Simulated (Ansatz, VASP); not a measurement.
Au in VASP and in Ansatz

```
Au
1.0
     0.00000    3.07401    3.07401
     3.07401    0.00000    3.07401
     3.07401    3.07401    0.00000
Au
2
Direct
  0.12500 0.12500 0.12500
  0.87500 0.87500 0.87500
```

Alike in both runs: task single point; functional revPBE; k mesh 14 × 14 × 14; occupations fermi-dirac, width 0.1 eV; no spin polarisation.

```csv
,VASP,Ansatz
version,VASP 6.6.1,Ansatz 0.2.0
potentials or method,"VASP PAW PBE potentials, release 64 (Au)","plane waves (420 eV) with PAW, scalar-relativistic"
plane-wave cutoff (eV),520,420
valence electrons in the cell,22,38
```

|  | VASP | Ansatz | Ansatz less VASP |
| --- | --- | --- | --- |
| pressure (GPa) | 2.1 | 2.1 | +0.09 |

The two sets of potentials don't hold the same shells in valence.

Caveats: the PAW data sets were made with another functional, which shifts forces and pressure a little (VASP). The runs have no spin-orbit coupling, so splittings on Au are missing.
